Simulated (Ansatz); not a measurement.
**SiC (Moissanite) in Ansatz: the effect of target pressure**

SiC (Moissanite):

```
CELL_PARAMETERS angstrom
3.07600 0.00000 0.00000
-1.53800 2.66389 0.00000
0.00000 0.00000 5.04800
ATOMIC_POSITIONS crystal
Si 0.66667 0.33333 0.50000
Si 0.33333 0.66667 0.00000
C 0.66667 0.33333 0.88500
C 0.33333 0.66667 0.38500
```

Alike in all runs:

```yaml
Program: Ansatz 0.2.0
Task: relaxation of cell and atoms
Functional: PBEsol
Potentials_or_basis: all-electron LAPW, scalar-relativistic
Basis_error_allowed: 0.002 eV/atom
k_mesh: 10 × 10 × 5
Occupations: fermi-dirac, width 0.05 eV
Spin: no spin polarisation
```

Each run relaxes the cell or the atoms first.

Q: One run gave: relaxed volume 9.27 Å³/atom; gap on the mesh 2.10 eV. Which target pressure did it use?
A. 5 GPa
B. 10 GPa
C. 0 GPa
D. 20 GPa
E. 30 GPa

A: E.

| target pressure | relaxed volume (Å³/atom) | gap on the mesh (eV) |
| --- | --- | --- |
| 0 GPa | 10.34 | 2.28 |
| 5 GPa | 10.12 | 2.25 |
| 10 GPa | 9.92 | 2.21 |
| 20 GPa | 9.57 | 2.15 |
| 30 GPa | 9.27 | 2.10 |

Caveats: an odd mesh through Γ misses points on the zone boundary, where band edges often lie.
